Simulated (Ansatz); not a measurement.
A run on O (simple hexagonal type): DFT, PBE, PAW with Ansatz's default frozen-core files, scalar-relativistic (Ansatz 0.2.0).

Command: `ansatz run input.yaml --threads 1 --pin off --max-ram 3584MiB --backend cpu --events-out ev --progress --plain --runs-dir out`

```yaml
crystal:
  lattice:
    - [2.1798791584, 0.0, 0.0]
    - [-1.0899395792, 1.8878307283, 0.0]
    - [0.0, 0.0, 2.0490864088]
  atoms:
    - { symbol: O, position: [0.0, 0.0, 0.0] }
kpoints:
  mp_grid: { grid: [18, 18, 17] }
scf:
  occupations: { method: fermi_dirac, width: 0.08 }
hamiltonian:
  xc: pbe
  pseudopotentials: { kind: paw }
output:
  forces: true
  stress: true
  eigenvalues: true
  write_density: true
  write_potential: true
  elf: true
  volumetric_format: npy
relax:
  f_tol: 0.005
  max_steps: 40
  cell: { p_target: -1.5, stress_tol: 0.03 }
```

Task: How does the run end?

Result: It stops unconverged after 172 iterations. The log ends:
```
  P = ⅓ Tr σ = -2.5846 GPa (-25.846 kbar)
--- Band table (eV; the first three rows and the last of 333) ---
  k-point 0: bands = ["-23.9980", "-6.5811", "-6.5811", "4.1918", "7.7278", "13.7111", "13.7111"]
  k-point 1: bands = ["-23.8385", "-6.4323", "-6.4323", "4.3938", "7.1355", "13.9314", "13.9314"]
  k-point 2: bands = ["-23.3608", "-5.9938", "-5.9938", "4.8886", "5.6119", "14.5924", "14.5924"]
  k-point 332: bands = ["-14.3058", "-11.1029", "-0.9097", "-0.9097", "18.6406", "18.6406", "23.4557"]
End of that report.
Error: variable-cell relaxation did not converge after 40 `relax_step` rows, as none of its last 5 fresh-basis SCF(s) at a relaxed cell met both thresholds with a finite energy. The last misses `relax.cell.stress_tol`: largest allowed force component 0.00e0 eV/Å (`relax.f_tol` 5.00e-3 eV/Å), stress off the target on the free part of the cell 2.02e0 GPa (`relax.cell.stress_tol` 3.00e-2 GPa), F+E_penalty+E_count -563.63200442 eV. The closest is row 38, whose structure comes with this error. Larger ratio of force or stress to its threshold at each such SCF whose figures are numbers: 624.527, 292.219, 173.977, 102.575, 67.439. The dense FFT grid had 15×15×15 points at the cell where the steps before the first such SCF started and, at each such SCF in turn, 18×18×12, 20×20×12, 24×24×12, 24×24×12, 24×24×12, so 3 of them had another grid than the one listed just before. After the last such SCF `relax.max_steps` ran out. If the threshold ratios fall while the rows' cell is stable, continue in a new run from this error's structure with a larger `relax.max_steps`. Ratios that fall only as the cell collapses won't converge, and for ratios that don't fall see `relax.cell`. Where this run's directory can be resumed (`checkpoint.write`), a resume goes on for up to `relax.max_steps` more
  cell:  # Å, volume = 16.5788 Å³
    - [3.533063926013576, -1.1206947571727772e-31, -8.938056345549794e-34]
    - [-1.766531963006788, 3.059723113122141, 1.2897108024297393e-17]
    - [1.9388706841256724e-34, 1.3998759723986824e-17, 1.5336304361739381]
  atoms:
    - { symbol: O, position: [0.0, 0.0, 0.0] }
```
